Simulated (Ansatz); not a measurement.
**Ti$_{2}$Co: a faulty run and its cure**

Intended: Ti$_{2}$Co, PBEsol, plane waves and PAW in Ansatz. The input:

```yaml
crystal:
  lattice:
    - [0.0, 3.365, 3.365]
    - [3.365, 0.0, 3.365]
    - [3.365, 3.365, 0.0]
  atoms:
    - { symbol: Ti, position: [0.125, 0.125, 0.125] }
    - { symbol: Ti, position: [0.625, 0.125, 0.125] }
    - { symbol: Ti, position: [0.125, 0.125, 0.625] }
    - { symbol: Ti, position: [0.125, 0.625, 0.125] }
    - { symbol: Co, position: [0.5, 0.5, 0.5] }
    - { symbol: Co, position: [0.75, 0.75, 0.75] }
basis:
  ecutwfc: 420
kpoints:
  mp_grid: { grid: [10, 10, 10] }
hamiltonian:
  xc: pbesol
scf:
  occupations: { method: gaussian, width: 0.1 }
  max_iter: 81
output:
  forces: true
  stress: true
  eigenvalues: true
magnetization:
  spin_polarized: true
  initial_magnetization: 8.0
  spin_locking: { lock_magnetization: hard }
```

Command:

```bash
ansatz run input.yaml --threads 1 --pin off --max-ram 2560MiB --backend cpu --events-out ev --progress --plain --runs-dir out
```

From the log (HF is the Harris–Foulkes energy, dr2 the density residual in eV):

```text
Symmetry: 48 space group operations
Space group: Fd-3m (ITA 227), of the structure as read, at distance tolerance 4.2e-5 Å
k-points: 47 of 1000
PAW frozen core: Ti, regenerated for the run's functional, and the local potential with it (the file was generated under x = pbe(κ = 0.804, μ = 0.2195), c = pbe(β = 0.0667))
PAW frozen core: Co, regenerated for the run's functional, and the local potential with it (the file was generated under x = pbe(κ = 0.804, μ = 0.2195), c = pbe(β = 0.0667))
Initial density: superposition of atomic densities
Starting moments: Σ|m| = 8 μB on 6 of 6 sites
SCF iter   1: HF=-20072.228382 eV  Δρ=1.12e-1 (↑3.66e-2 ↓1.12e-1) dr2=9.19e0  dr2_m=2.46e0  M=8.000 μB ∫|m|=8.013 μB
spin=Collinear: Kerker preconditioning applied to the charge; magnetization (m = ρ↑ − ρ↓) channel mixes plain (no charge-response kernel on spin).
SCF iter   2: HF=-20073.215796 eV  Δρ=5.48e-2 (↑4.54e-2 ↓5.48e-2) dr2=1.77e0  dr2_m=1.52e0  M=8.000 μB ∫|m|=8.016 μB
SCF iter   3: HF=-20075.887156 eV  Δρ=2.39e-2 (↑1.61e-2 ↓2.39e-2) dr2=7.95e-1  dr2_m=2.01e-1  M=8.000 μB ∫|m|=8.020 μB
SCF iter   4: HF=-20076.623383 eV  Δρ=1.58e-2 (↑5.67e-3 ↓1.58e-2) dr2=2.26e-1  dr2_m=2.79e-2  M=8.000 μB ∫|m|=8.011 μB
   ...
SCF iter  10: HF=-20076.711943 eV  Δρ=2.13e-5 (↑6.13e-6 ↓2.13e-5) dr2=4.17e-7  dr2_m=4.30e-8  M=8.000 μB ∫|m|=8.006 μB
SCF iter  11: HF=-20076.711943 eV  Δρ=6.59e-6 (↑1.49e-6 ↓6.59e-6) dr2=3.08e-8  dr2_m=5.15e-9  M=8.000 μB ∫|m|=8.006 μB
SCF iter  12: F=-20076.711943 eV  HF=-20076.711943 eV  Δρ=2.80e-6 (↑9.16e-7 ↓2.80e-6) dr2=1.05e-8  dr2_m=6.29e-10  M=8.000 μB ∫|m|=8.006 μB
SCF 1 converged in 12 iterations: F = -20076.711943 eV  dr2 = 1.05e-8
SCF converged after 12 iterations
Stability checked in part: among states of this total moment the steps that led to this state did not find it unstable. No probe was made; neither looks for a lower state of another moment (fixed_total_moment; see scf.lower_state_search)
Magnetization: 8.0000 μB (45.0000 up, 37.0000 down)
Absolute magnetization: 8.0063 μB (∫|ρ↑−ρ↓|, with the PAW one-centre terms)
Per-site moments (μB) at R_I (Å): [(0.8297, 0.9815), (0.8297, 0.9815), (0.8297, 0.9815), (0.8297, 0.9815), (1.7471, 1.1509), (1.7471, 1.1509)]
Free energy (F): -20076.711943 eV
E sigma→0 (E₀):  -20076.691575 eV
Entropy (-TS):   -0.040735 eV (-6.789 meV/atom)
Fermi energy:    17.558109 (↑ 18.232192, ↓ 16.884025) eV
--- Forces (eV/Å), atoms counted from 1 ---
  atom   1  Ti     0.00000000     0.00000000    -0.00000000
  atom   2  Ti     0.00000000    -0.00000000     0.00000000
  atom   3  Ti     0.00000000    -0.00000000     0.00000000
  atom   4  Ti     0.00000000    -0.00000000     0.00000000
  atom   5  Co    -0.00000000     0.00000000     0.00000000
  atom   6  Co     0.00000000    -0.00000000    -0.00000000
--- Stress (GPa, compression-positive) ---
       27.118074      -0.000000       0.000000
       -0.000000      27.118074       0.000000
        0.000000       0.000000      27.118074
  P = ⅓ Tr σ = 27.1181 GPa (271.181 kbar)
```

Problem. What is the cause?
A. No spin polarisation on a magnet
B. A cutoff meant in rydberg typed as eV
C. A total moment locked at a wrong value
D. Lattice vectors converted from bohr twice
E. Cartesian positions typed as fractional ones

Solution. C. The lock holds the cell at a moment that isn't its own. The cure is the lock released.

The change to the input (which also takes the iteration limit of the reference run):

```diff
 crystal:
   atoms:
-    - { symbol: Co, position: [0.5, 0.5, 0.5] }
-    - { symbol: Co, position: [0.75, 0.75, 0.75] }
+    - { symbol: Co, position: [0.5, 0.5, 0.5], spin: 0.65 }
+    - { symbol: Co, position: [0.75, 0.75, 0.75], spin: 0.65 }
 scf:
-  max_iter: 81
 magnetization:
-  initial_magnetization: 8.0
-  spin_locking: { lock_magnetization: hard }
```

The mended run converges, with a pressure of 15.99 GPa, no gap, site moments (μB) Co +0.54 (×2). The faulty run's energy lay 316 meV per atom higher.

The mended run took 56 s on 1 thread of Intel(R) Xeon(R) Processor @ 2.70GHz, on a shared host, peak memory 0.61 GiB.